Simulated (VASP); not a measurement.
# GaN (Fm-3m) in VASP: notebook

The runs below take GaN through dielectric tensor, with PBE.

Everything below comes from runs of VASP 6.6.1. Logs are shortened: lines on timing, memory, paths and dates and some standing lists are left out, and cuts for length are marked.

## (1) The crystal as given

The structure is cubic, space group Fm-3m (No. 225). Conventional cell: a = 4.270 Å, b = 4.270 Å, c = 4.270 Å, α = 90.00°, β = 90.00°, γ = 90.00°. Around Ga (site symmetry m-3m) lie 6 N at 2.14 Å. Around N (site symmetry m-3m) lie 6 Ga at 2.14 Å.

Measurements of this composition are mostly on another form, of space group No. 186.

## (2) Dielectric tensor, PBE

Input file INCAR:

```
SYSTEM = GaN
  PREC = Accurate
  ENCUT = 460
  EDIFF = 1E-8
  ISMEAR = 0
  SIGMA = 0.01
  LREAL = .FALSE.
  LASPH = .TRUE.
  NELM = 100
  ALGO = Normal
  ISIF = 2
  LWAVE = .FALSE.
  LCHARG = .FALSE.
  GGA = PE
  LEPSILON = .TRUE.
```

Input file KPOINTS:

```
Automatic mesh
0
G
  7 7 7
  0 0 0
```

Input file POSCAR:

```
GaN
1.0
    0.0000000000      2.1352350000      2.1352350000
    2.1352350000      0.0000000000      2.1352350000
    2.1352350000      2.1352350000      0.0000000000
Ga N
1 1
Direct
    0.0000000000      0.0000000000      0.0000000000
    0.5000000000      0.5000000000      0.5000000000
```

Potentials or basis: VASP PAW PBE potentials, release 64 (Ga_d, N).

On the command line:

```
$ cat potpaw_PBE.64/Ga_d/POTCAR potpaw_PBE.64/N/POTCAR > POTCAR
$ mpirun -np 1 vasp_std > vasp.out
```

OUTCAR:

```text
SYSTEM = GaN
   PREC = Accurate
   ENCUT = 460
   EDIFF = 1E-8
   ISMEAR = 0
   LREAL = .FALSE.
   LASPH = .TRUE.
   NELM = 100
   ISIF = 2
   GGA = PE
   LEPSILON = .TRUE.

 Found     20 irreducible k-points:

 Following reciprocal coordinates:
            Coordinates               Weight
  0.000000  0.000000  0.000000      1.000000
  0.142857  0.000000  0.000000      8.000000
  0.285714  0.000000  0.000000      8.000000
  0.428571  0.000000  0.000000      8.000000
  0.142857  0.142857  0.000000      6.000000
  0.285714  0.142857  0.000000     24.000000
   k-points           NKPTS =     20   k-points in BZ     NKDIM =     20   number of bands    NBANDS=     13
   number of dos      NEDOS =    301   number of ions     NIONS =      2
   total plane-waves  NPLWV =  13824
   dimension x,y,z NGX =    24 NGY =   24 NGZ =   24
   dimension x,y,z NGXF=    48 NGYF=   48 NGZF=   48
   ions per type =               1   1
   NGX,Y,Z   is equivalent  to a cutoff of  13.21, 13.21, 13.21 a.u.
   NGXF,Y,Z  is equivalent  to a cutoff of  26.43, 26.43, 26.43 a.u.
 SYSTEM =  GaN
   PREC   = accura    normal or accurate (medium, high low for compatibility)
   ISTART =      0    job   : 0-new  1-cont  2-samecut
   ICHARG =      2    charge: 1-file 2-atom 10-const
   ISPIN  =      1    spin polarized calculation?
   LNONCOLLINEAR =      F non collinear calculations
   LSORBIT =      F    spin-orbit coupling
   LASPH  =      T    aspherical Exc in radial PAW
   ENCUT  =  460.0 eV  33.81 Ry    5.81 a.u.   5.28  5.28  5.28*2*pi/ulx,y,z
   NELM   =    100;   NELMIN=  2; NELMDL= -5     # of ELM steps
   EDIFF  = 0.1E-07   stopping-criterion for ELM
   LREAL  =      F    real-space projection
   EDIFFG = 0.1E-06   stopping-criterion for IOM
   NSW    =      0    number of steps for IOM
   IBRION =     -1    ionic relax: 0-MD 1-quasi-New 2-CG
   NFREE  =      0    steps in history (QN), initial steepest desc. (CG)
   ISIF   =      2    stress and relaxation
   ISYM   =      2    0-nonsym 1-usesym 2-fastsym
   POTIM  = 0.5000    time-step for ionic-motion
   TEBEG  =    0.0;   TEEND  =   0.0 temperature during run
   PSTRESS=    0.0 pullay stress
   NELECT =      18.0000    total number of electrons
   NUPDOWN=      -1.0000    fix difference up-down
   EMIN   =  10.00;   EMAX   =-10.00  energy-range for DOS
   EFERMI =   0.00;   METHOD = LEGACY
   ISMEAR =     0;   SIGMA  =   0.01  broadening in eV -4-tet -1-fermi 0-gaus
   EFERMI_NEDOS =   21; number of points for ismear=-14 and -15
   IALGO  =     38    algorithm
   IMIX   =      4    mixing-type and parameters
     AMIX     =   0.40;   BMIX     =  1.00
     AMIX_MAG =   1.60;   BMIX_MAG =  1.00
  volume/ion in A,a.u.               =       9.74        65.70
  Fermi-wavevector in a.u.,A,eV,Ry     =   1.594814  3.013761 34.605481  2.543431
  Thomas-Fermi vector in A             =   2.692830
   LORBIT       =      0    0 simple, 1 ext, 2 COOP (PROOUT), +10 PAW based schemes
   GGA     = PE    functional components
   LHFCALC =     F    Hartree Fock is set to
   AEXX    =    0.0000 exact exchange contribution
   IVDW    =     0    specifies the selected vdW correction
   LEPSILON=     T    determine dielectric tensor
   LRPA    =     F    only Hartree local field effects (RPA)
 non-spin polarized calculation
 Gauss-broadening in eV      SIGMA  =   0.01
  energy-cutoff  :      460.00
  volume of cell :       19.47
 maximum number of plane-waves:       452
 NGX is ok and might be reduce to    24
   NGX = 11   NGY = 11   NGZ = 11

--------------------------------------- Ionic step        1  -------------------------------------------

 number of electron      18.0000005 magnetization

 E-fermi :   7.5927     XC(G=0): -12.9040

 val. band max:        7.4841195820   @ k =  -0.1429   0.1429   0.0000
 cond. band min:       8.2899296429   @ k =   0.4286   0.4286   0.0000
 fundamental gap:      0.8058100609
 Fermi energy:         7.5927016783

 k-point     1 :       0.0000    0.0000    0.0000
  band No.  band energies     occupation
      1      -9.4777      2.00000
      2      -6.4886      2.00000
      3      -6.4886      2.00000
      4      -6.4886      2.00000
      5      -6.4015      2.00000
      6      -6.4015      2.00000
      7       7.0466      2.00000
      8       7.0466      2.00000
      9       7.0466      2.00000
     10       9.4072      0.00000
     11      22.0611      0.00000
     12      22.0611      0.00000
     13      22.0611      0.00000

 k-point     2 :       0.1429    0.0000    0.0000
  band No.  band energies     occupation
      1      -9.0967      2.00000
      2      -6.5016      2.00000
      3      -6.4802      2.00000
      4      -6.4802      2.00000
      5      -6.4144      2.00000
      6      -6.4144      2.00000
      7       4.9912      2.00000
      8       7.0846      2.00000
      9       7.0846      2.00000
     10      11.0182      0.00000
     11      18.6322      0.00000
     12      20.4221      0.00000
     13      20.4221      0.00000

 k-point     3 :       0.2857    0.0000    0.0000
  band No.  band energies     occupation
      1      -8.0499      2.00000
      2      -6.5499      2.00000
      3      -6.5499      2.00000
      4      -6.5279      2.00000
      5      -6.3529      2.00000
      6      -6.3529      2.00000
      7       2.0787      2.00000
      8       7.2012      2.00000
      9       7.2012      2.00000
     10      12.2692      0.00000
     11      16.6642      0.00000
     12      18.0423      0.00000
     13      18.0423      0.00000

 k-point     4 :       0.4286    0.0000    0.0000
  band No.  band energies     occupation
      1      -6.8492      2.00000
      2      -6.6183      2.00000
      3      -6.6183      2.00000
      4      -6.5246      2.00000
      5      -6.2893      2.00000
      6      -6.2893      2.00000
      7      -0.1928      2.00000
      8       7.3293      2.00000
      9       7.3293      2.00000
     10      12.1507      0.00000
     11      16.5006      0.00000
     12      16.6251      0.00000
     13      16.6251      0.00000

 k-point     5 :       0.1429    0.1429    0.0000
  band No.  band energies     occupation
      1      -8.9935      2.00000
      2      -6.5196      2.00000
      3      -6.4635      2.00000
      4      -6.4489      2.00000
      5      -6.4489      2.00000
      6      -6.3825      2.00000
      7       5.2782      2.00000
      8       6.5636      2.00000
      9       6.5636      2.00000
     10      11.5906      0.00000
     11      18.3849      0.00000
     12      19.0096      0.00000
     13      20.6457      0.00000

 k-point     6 :       0.2857    0.1429    0.0000
  band No.  band energies     occupation
      1      -8.2778      2.00000
      2      -6.5463      2.00000
      3      -6.4888      2.00000
      4      -6.4615      2.00000
      5      -6.3343      2.00000
      6      -6.3215      2.00000
      7       3.1171      2.00000
      8       6.2951      2.00000
      9       6.5361      2.00000
     10      12.6765      0.00000
     11      15.9510      0.00000
     12      17.5602      0.00000
     13      19.6402      0.00000

 [... further k-points ...]

  FORCE on cell =-STRESS in cart. coord.  units (eV):
  Direction    XX          YY          ZZ          XY          YZ          ZX
  --------------------------------------------------------------------------------------
  -------------------------------------------------------------------------------------
  Total       -0.0475342     -0.0475342     -0.0475342      0.0000000      0.0000000     -0.0000000
  in kB       -3.9115574     -3.9115574     -3.9115574      0.0000000      0.0000000     -0.0000000
  external PRESSURE =      -3.9115574 kB  Pullay stress =       0.0000000 kB

 VOLUME and BASIS-vectors are now :
 -----------------------------------------------------------------------------
  energy-cutoff  :      460.00
  volume of cell :       19.47
      direct lattice vectors                 reciprocal lattice vectors
     0.000000000  2.135235000  2.135235000    -0.234166263  0.234166263  0.234166263
     2.135235000  0.000000000  2.135235000     0.234166263 -0.234166263  0.234166263
     2.135235000  2.135235000  0.000000000     0.234166263  0.234166263 -0.234166263

 POSITION                                       TOTAL-FORCE (eV/Angst)
 -----------------------------------------------------------------------------------
      0.00000      0.00000      0.00000         0.000000     -0.000000     -0.000000
      2.13524      2.13524      2.13524         0.000000      0.000000      0.000000
 -----------------------------------------------------------------------------------
    total drift:                                0.000000     -0.000000     -0.000000

  FREE ENERGIE OF THE ION-ELECTRON SYSTEM (eV)
  ---------------------------------------------------
  free  energy   TOTEN  =       -11.2038572723 eV

  energy  without entropy=      -11.2038572723  energy(sigma->0) =      -11.20385727

 HEAD OF MICROSCOPIC STATIC DIELECTRIC TENSOR (INDEPENDENT PARTICLE, excluding Hartree and local field effects)
 ------------------------------------------------------
           9.424024     0.000000     0.000000
           0.000000     9.424024     0.000000
          -0.000000     0.000000     9.424024
 ------------------------------------------------------

 Free energy of the ion-electron system (eV)
  ---------------------------------------------------
  ---------------------------------------------------
  free energy    TOTEN  =        -0.47087549 eV

  energy without entropy =       -0.47087549

------------------------ aborting loop because EDIFF is reached ----------------------------------------

--------------------------------------- Ionic step        2  -------------------------------------------

------------------------ aborting loop because EDIFF is reached ----------------------------------------

--------------------------------------- Ionic step        3  -------------------------------------------

 Free energy of the ion-electron system (eV)
  ---------------------------------------------------
  ---------------------------------------------------
  free energy    TOTEN  =        -0.47087547 eV

  energy without entropy =       -0.47087547

------------------------ aborting loop because EDIFF is reached ----------------------------------------

 PIEZOELECTRIC TENSOR FIELD DIRECTION 3  (e Angst)
 -----------------------------------------------------------------------------
     0.00079  0.00000  0.00000           ( -0.00000  0.00000  0.00000)
     0.00000  0.00079 -0.00000           (  0.00000 -0.00000  0.00000)
    -0.00000  0.00000 -0.00155           (  0.00000  0.00000 -0.00002)

 PIEZOELECTRIC TENSOR FIELD DIRECTION 3  (C/m^2)
 -----------------------------------------------------------------------------
     0.00065  0.00000  0.00000
     0.00000  0.00065 -0.00000
    -0.00000  0.00000 -0.00127

 MACROSCOPIC STATIC DIELECTRIC TENSOR (including local field effects in DFT)
 ------------------------------------------------------
           9.234786     0.000000     0.000000
           0.000000     9.234786     0.000000
           0.000000    -0.000000     9.234786
 ------------------------------------------------------

 PIEZOELECTRIC TENSOR (including local field effects)  for field in x, y, z        (e  Angst)
          XX          YY          ZZ          XY          YZ          ZX
  --------------------------------------------------------------------------------
  x     0.00000     0.00000     0.00000     0.00000     0.00000     0.00000
  y     0.00000     0.00000     0.00000     0.00000     0.00000     0.00000
  z     0.00000     0.00000     0.00000     0.00000     0.00000     0.00000

 PIEZOELECTRIC TENSOR (including local field effects)  for field in x, y, z        (C/m^2)
          XX          YY          ZZ          XY          YZ          ZX
  --------------------------------------------------------------------------------
  x     0.00000     0.00000     0.00000     0.00000     0.00000     0.00000
  y     0.00000     0.00000     0.00000     0.00000     0.00000     0.00000
  z     0.00000     0.00000     0.00000     0.00000     0.00000     0.00000

 BORN EFFECTIVE CHARGES (including local field effects) (in |e|, cummulative output)
 ---------------------------------------------------------------------------------
 ion    1
    1     3.67298     0.00000     0.00000
    2     0.00000     3.67298    -0.00000
    3     0.00000     0.00000     3.67298
 ion    2
    1    -3.67298    -0.00000    -0.00000
    2    -0.00000    -3.67298     0.00000
    3    -0.00000    -0.00000    -3.67298
```

Wall time 31 s (1 thread of Intel Xeon 6975P-C (Granite Rapids), shared host); peak memory 0.15 GiB.

These settings aren't checked as converged: the numbers below hold their error.

What came out:

| Item | Value |
| --- | --- |
| Band gap on the k mesh | 0.81 eV, indirect (least direct gap 2.36 eV) |
| Electronic dielectric tensor (diagonal) | 9.23 |
| Born charges (mean of the diagonal) | Ga +3.67; N -3.67 e |

Caveat: the cutoff is under 1.25 times the usual one of these potentials, so pressure, stress and relaxed cells hold a basis-set (Pulay) error; an odd mesh through Γ misses points on the zone boundary, where band edges often lie.

## (3) Dielectric tensor, PBE

Edit INCAR of step 2 so:

```diff
@@ -2,3 +2,3 @@
   PREC = Accurate
-  ENCUT = 460
+  ENCUT = 520
   EDIFF = 1E-8
```

KPOINTS is that of step 2.

POSCAR is that of step 2.

Potentials or basis: VASP PAW PBE potentials, release 64 (Ga_d, N).

On the command line:

```
$ cat potpaw_PBE.64/Ga_d/POTCAR potpaw_PBE.64/N/POTCAR > POTCAR
$ mpirun -np 1 vasp_std > vasp.out
```

OUTCAR:

```text
SYSTEM = GaN
   PREC = Accurate
   ENCUT = 520
   EDIFF = 1E-8
   ISMEAR = 0
   LREAL = .FALSE.
   LASPH = .TRUE.
   NELM = 100
   ISIF = 2
   GGA = PE
   LEPSILON = .TRUE.

 Found     20 irreducible k-points:

 Following reciprocal coordinates:
            Coordinates               Weight
  0.000000  0.000000  0.000000      1.000000
  0.142857  0.000000  0.000000      8.000000
  0.285714  0.000000  0.000000      8.000000
  0.428571  0.000000  0.000000      8.000000
  0.142857  0.142857  0.000000      6.000000
  0.285714  0.142857  0.000000     24.000000
   k-points           NKPTS =     20   k-points in BZ     NKDIM =     20   number of bands    NBANDS=     13
   number of dos      NEDOS =    301   number of ions     NIONS =      2
   total plane-waves  NPLWV =  13824
   dimension x,y,z NGX =    24 NGY =   24 NGZ =   24
   dimension x,y,z NGXF=    48 NGYF=   48 NGZF=   48
   ions per type =               1   1
   NGX,Y,Z   is equivalent  to a cutoff of  13.21, 13.21, 13.21 a.u.
   NGXF,Y,Z  is equivalent  to a cutoff of  26.43, 26.43, 26.43 a.u.
 SYSTEM =  GaN
   PREC   = accura    normal or accurate (medium, high low for compatibility)
   ISTART =      0    job   : 0-new  1-cont  2-samecut
   ICHARG =      2    charge: 1-file 2-atom 10-const
   ISPIN  =      1    spin polarized calculation?
[... 209 lines left out ...]
  free energy    TOTEN  =        -0.47081241 eV

  energy without entropy =       -0.47081241

------------------------ aborting loop because EDIFF is reached ----------------------------------------

 PIEZOELECTRIC TENSOR FIELD DIRECTION 3  (e Angst)
 -----------------------------------------------------------------------------
     0.00079  0.00000 -0.00000           ( -0.00000  0.00000 -0.00000)
     0.00000  0.00079 -0.00000           (  0.00000 -0.00000  0.00000)
    -0.00000 -0.00000 -0.00155           ( -0.00000  0.00000 -0.00002)

 PIEZOELECTRIC TENSOR FIELD DIRECTION 3  (C/m^2)
 -----------------------------------------------------------------------------
     0.00065  0.00000 -0.00000
     0.00000  0.00065 -0.00000
    -0.00000 -0.00000 -0.00128

 MACROSCOPIC STATIC DIELECTRIC TENSOR (including local field effects in DFT)
 ------------------------------------------------------
           9.233875     0.000000     0.000000
          -0.000000     9.233875     0.000000
           0.000000    -0.000000     9.233875
 ------------------------------------------------------

 PIEZOELECTRIC TENSOR (including local field effects)  for field in x, y, z        (e  Angst)
          XX          YY          ZZ          XY          YZ          ZX
  --------------------------------------------------------------------------------
  x     0.00000     0.00000     0.00000     0.00000     0.00000     0.00000
  y     0.00000     0.00000     0.00000     0.00000     0.00000     0.00000
  z     0.00000     0.00000     0.00000     0.00000     0.00000     0.00000

 PIEZOELECTRIC TENSOR (including local field effects)  for field in x, y, z        (C/m^2)
          XX          YY          ZZ          XY          YZ          ZX
  --------------------------------------------------------------------------------
  x     0.00000     0.00000     0.00000     0.00000     0.00000     0.00000
  y     0.00000     0.00000     0.00000     0.00000     0.00000     0.00000
  z     0.00000     0.00000     0.00000     0.00000     0.00000     0.00000

 BORN EFFECTIVE CHARGES (including local field effects) (in |e|, cummulative output)
 ---------------------------------------------------------------------------------
 ion    1
    1     3.67381     0.00000     0.00000
    2    -0.00000     3.67381     0.00000
    3    -0.00000     0.00000     3.67381
 ion    2
    1    -3.67381     0.00000     0.00000
    2     0.00000    -3.67381     0.00000
    3     0.00000     0.00000    -3.67381
```

OSZICAR:

```text
N       E                     dE             d eps       ncg     rms          rms(c)
DAV:   1     0.852793956052E+02    0.85279E+02   -0.97849E+03   565   0.261E+03
[... 13 lines left out ...]
RMM:   6    -0.470690999401E+00   -0.32873E-03   -0.17588E-05  2076   0.451E-02    0.692E-03
RMM:   7    -0.470756441282E+00   -0.65442E-04   -0.21115E-06  2015   0.148E-02    0.145E-03
RMM:   8    -0.470814305750E+00   -0.57864E-04   -0.31227E-07  1980   0.546E-03    0.450E-04
RMM:   9    -0.470813115216E+00    0.11905E-05   -0.55039E-08  2080   0.195E-03    0.795E-05
RMM:  10    -0.470812415631E+00    0.69959E-06   -0.72823E-09  2016   0.605E-04    0.236E-05
RMM:  11    -0.470812195745E+00    0.21989E-06   -0.13944E-09  1694   0.217E-04    0.130E-05
RMM:  12    -0.470812410276E+00   -0.21453E-06   -0.11687E-10   810   0.813E-05    0.177E-06
```

stdout:

```text
POSCAR found type information on POSCAR GaN
 POSCAR found :  2 types and       2 ions
 scaLAPACK will be used
 LDA part: xc-table for (Slater+PW92), standard interpolation
 POSCAR, INCAR and KPOINTS ok, starting setup
 FFT: planning ... GRIDC
 FFT: planning ... GRID_SOFT
 FFT: planning ... GRID
 WAVECAR not read
 entering main loop
 Linear response reoptimize wavefunctions to high precision
 Linear response G [H, r] |phi>, progress :
  Direction:   1
 Linear response G [H, r] |phi>, progress :
  Direction:   2
 Linear response G [H, r] |phi>, progress :
  Direction:   3
 Linear response to external field (no local field effect), progress :
  Direction:   1
 dielectric tensor                  component  1 :    11.149     5.312     0.729
 Linear response to external field (no local field effect), progress :
  Direction:   2
 dielectric tensor                  component  2 :     5.312    11.194    -0.456
 Linear response to external field (no local field effect), progress :
  Direction:   3
 dielectric tensor                  component  3 :     0.729    -0.456     5.926
 Linear response to external field, progress :
  Direction:   1
 dielectric tensor                  component  1 :     9.234     3.699     0.761
 Linear response to external field, progress :
  Direction:   2
 dielectric tensor                  component  2 :     3.678     9.234    -0.419
 Linear response to external field, progress :
  Direction:   3
 dielectric tensor                  component  3 :     0.736     2.523     9.234
 Born effective charges drift removed
```

It took 32 s on 1 thread of Intel Xeon 6975P-C (Granite Rapids), shared host; peak memory 0.16 GiB.

These settings aren't checked as converged: the numbers below hold their error.

Results:

| Quantity | Value |
| --- | --- |
| Band gap on the k mesh | 0.81 eV, indirect (least direct gap 2.36 eV) |
| Electronic dielectric tensor (diagonal) | 9.23 |
| Born charges (mean of the diagonal) | Ga +3.67; N -3.67 e |

Caveat: an odd mesh through Γ misses points on the zone boundary, where band edges often lie.

[end of part 1 of 2]
